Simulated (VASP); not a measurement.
ZnS (rocksalt): one PBEsol relaxation of cell and atoms in two programs

Start cell

```yaml
crystal:
  lattice:
    - [0.00000, 2.55188, 2.55188]
    - [2.55188, 0.00000, 2.55188]
    - [2.55188, 2.55188, 0.00000]
  atoms:
    - { symbol: Zn, position: [0.00000, 0.00000, 0.00000] }
    - { symbol: S, position: [0.50000, 0.50000, 0.50000] }
```

Each program uses its own PAW datasets. VASP's cell holds 18 valence electrons and Ansatz's 18.

Cutoffs: 600 eV in VASP, 420 eV in Ansatz. k meshes: 8×8×8 and 8×8×8.

```csv
,VASP,Ansatz
relaxed cell vector lengths,"3.552, 3.552, 3.552 Å","3.549, 3.549, 3.549 Å"
relaxed cell volume,31.68 Å³,31.60 Å³
```
